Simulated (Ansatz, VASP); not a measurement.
## BAs in VASP and in Ansatz

```xyz
2
Lattice="2.9252 0.0000 0.0000 0.0000 2.9252 0.0000 0.0000 0.0000 2.9252" Properties=species:S:1:pos:R:3 pbc="T T T"
B     0.0000    0.0000    0.0000
As    1.4626    1.4626    1.4626
```

The cell was built by a generator and needn't be a form met in nature.

Alike in both runs: task single point; functional r2SCAN; k mesh 6 × 6 × 6; occupations fermi-dirac, width 0.02 eV; no spin polarisation.

|  | VASP | Ansatz |
| --- | --- | --- |
| version | VASP 6.6.1 | Ansatz 0.2.0 |
| potentials or method | VASP PAW PBE potentials, release 64 (B, As) | plane waves, PAW |
| plane-wave cutoff (eV) | 520 | 500 |
| valence electrons in the cell | 8 | 18 |

|  | VASP | Ansatz | Ansatz less VASP |
| --- | --- | --- | --- |
| pressure (GPa) | 2.0 | 2.0 | -0.04 |

With one functional, cell and mesh, what is left measures potentials, basis and numerics. The two sets of potentials don't hold the same shells in valence.

Caveats: the PAW data sets were made with another functional, which shifts forces and pressure a little (VASP).
